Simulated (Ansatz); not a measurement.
# TiPbO$_{3}$, a database entry at a rescaled volume

```
Pb Ti O
1.0
     3.87982    0.00000    0.00000
     0.00000    3.87982    0.00000
     0.00000    0.00000    4.09069
Pb Ti O
1 1 3
Cartesian
  0.0000 0.0000 0.0000
  1.9399 1.9399 2.1873
  1.9399 1.9399 0.4173
  1.9399 0.0000 2.4749
  0.0000 1.9399 2.4749
```

Method: PBE, no spin polarisation; PAW, plane waves to 420 eV, 7×7×6 Γ-centred mesh, cold occupations (width 0.0204 eV) (Ansatz 0.2.0), atoms fixed.

Metal or insulator? Give the gap.

The gap is 1.72 eV, indirect (the least direct gap found is 2.07 eV).

Which orbitals make up the band edges?

Within 0.7 eV of the edges, the states project mainly on O p (79 %) and Pb s (14 %) below the gap and on Ti d (88 %) above it.

Where is the largest force?

The largest is on O3: 0.42 eV/Å, components (0.00, 0.00, -0.42). It makes 180° with the line to a nearest neighbour, Ti2 at 1.77 Å, pointing away from it.

What does the stress say?

The pressure is 8.5 GPa (compression positive), so with the atoms held at these fractions the cell would first expand.

Describe some of the short contacts.

Ti–O at 1.77 Å: least valence density 1.17 e/Å³ and ELF 0.28 there. Pb–O at 2.52 Å: least valence density 0.29 e/Å³ and ELF 0.15 there, a closed-shell (ionic or weak) contact. Both are smooth PAW fields, read partly inside the augmentation spheres.

Origin: a database entry at a rescaled volume. Caveats: no spin-orbit coupling, which can shift this gap by tenths of an eV; the mesh misses a band edge that the path finds.
